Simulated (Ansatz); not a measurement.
Wanted: the native input for an Ansatz 0.2.0 run.

- Task: band structure
- Functional: PBE
- Potentials or basis: Ansatz PAW
- Cutoff: 420 eV (not typed: the program's choice for these potentials)
- k mesh: 9 × 9 × 5
- Occupations: fermi-dirac, width 0.05 eV
- Spin: no spin polarisation
- Path: [["G", "M", "K", "G", "A", "L", "H", "A"], ["L", "M"], ["K", "H"]]
- Points for each segment of the path: 14

Crystal: PtS2.

```xyz
3
Lattice="3.5432 0.0000 0.0000 -1.7716 3.0685 0.0000 0.0000 0.0000 5.0388" Properties=species:S:1:pos:R:3 pbc="T T T"
Pt    0.0000    0.0000    0.0000
S     1.7716    1.0228    3.8950
S     0.0000    2.0457    1.1438
```

The input as run:

input.yaml

```yaml
crystal:
  lattice:
    - [3.5432, 0.0, 0.0]
    - [-1.7716, 3.0685012107, 0.0]
    - [0.0, 0.0, 5.0388]
  atoms:
    - { symbol: Pt, position: [0.0, 0.0, 0.0] }
    - { symbol: S, position: [0.6666666667, 0.3333333333, 0.773] }
    - { symbol: S, position: [0.3333333333, 0.6666666667, 0.227] }
hamiltonian:
  xc: pbe
  pseudopotentials: { kind: paw }
kpoints:
  mp_grid: { grid: [9, 9, 5] }
  band_path:
    path:
      - [[0.0, 0.0, 0.0], [0.5, 0.0, 0.0], [0.3333333333, 0.3333333333, 0.0], [0.0, 0.0, 0.0], [0.0, 0.0, 0.5], [0.5, 0.0, 0.5], [0.3333333333, 0.3333333333, 0.5], [0.0, 0.0, 0.5]]
      - [[0.5, 0.0, 0.5], [0.5, 0.0, 0.0]]
      - [[0.3333333333, 0.3333333333, 0.0], [0.3333333333, 0.3333333333, 0.5]]
    npoints: 14
scf:
  occupations: { method: fermi_dirac, width: 0.05 }
  n_extra_bands: 7
output:
  forces: true
  stress: true
  eigenvalues: true
  fatbands: false
  write_density: true
  write_potential: true
  elf: true
  volumetric_format: npy
```

Potentials or basis: Ansatz PAW.

The run is started by

```bash
$ ansatz run input.yaml --threads 2 --pin off --max-ram 5632MiB --backend cpu --events-out ev --progress --plain --runs-dir out
```

Results of the run:

* Pressure: 11.6 GPa
* Largest force: 1.257 eV/Å
* Band gap on the k mesh: 1.02 eV, indirect (least direct gap 1.07 eV)
* Band gap along the path: 1.02 eV, indirect (least direct gap 1.54 eV)

Caveat: spin-orbit coupling is left out, which moves the levels of the heavy elements; forces of over 1 eV/Å show positions far from the minimum, so gaps and moduli don't describe the material at rest.

Run time: 1.7 s on 2 threads of Intel(R) Xeon(R) 6975P-C (Granite Rapids), on a shared host, peak memory 0.39 GiB.
